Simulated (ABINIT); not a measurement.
Runs of ABINIT 10.8.3 (patched build) on NbP. Symmetry: I4_1md, No. 109, tetragonal system. Conventional cell: a = 3.350 Å, b = 3.350 Å, c = 11.480 Å, α = 90.00°, β = 90.00°, γ = 90.00°. Nb (site symmetry 2mm) has 6 P at 2.55 Å as nearest neighbours. P (site symmetry 2mm) is surrounded by 6 Nb at 2.55 Å. The cell is a database's computed one.

```tsv
task	level	potentials or basis	cell	cutoff (eV)	fine-grid cutoff	cell freedom (optcell)	optimiser (ionmov)	cutoff smearing ecutsm (Ha)	force stop (Ha/bohr)	gap on the mesh (eV)	pressure (GPa)	largest force (eV/Å)
single point	PBE	SG15 NC PBE v1.2	as given	1116	-	-	-	-	-	none	-1.1	0.02
single point	PBEsol	PseudoDojo NC SR PBEsol v0.4.1 standard	as given	1007	-	-	-	-	-	none	-6.6	0.02
single point	PBE	JTH PAW PBE v2.0	as given	435	870.764 eV	-	-	-	-	none	(a)	0.02
relaxation of cell and atoms	PBE	Ansatz NC PBE	relaxed	1116	-	2	2	0.5	2e-05	none	0.0	-
single point	PBE	PseudoDojo NC SR PBE v0.5 standard	as given	1007	-	-	-	-	-	none	-1.3	0.02
```

Alike in all rows: no spin polarisation; k mesh 8 × 8 × 8; smearing fermi-dirac 0.05 eV.

Q: Estimate the missing entries.

A: (a) -1.5.

A k mesh can miss the band edges, and the runs leave out spin-orbit coupling on Nb.

A gap of «none» marks a metal or a gap under the smearing width.

Not every run made on this cell is shown here.
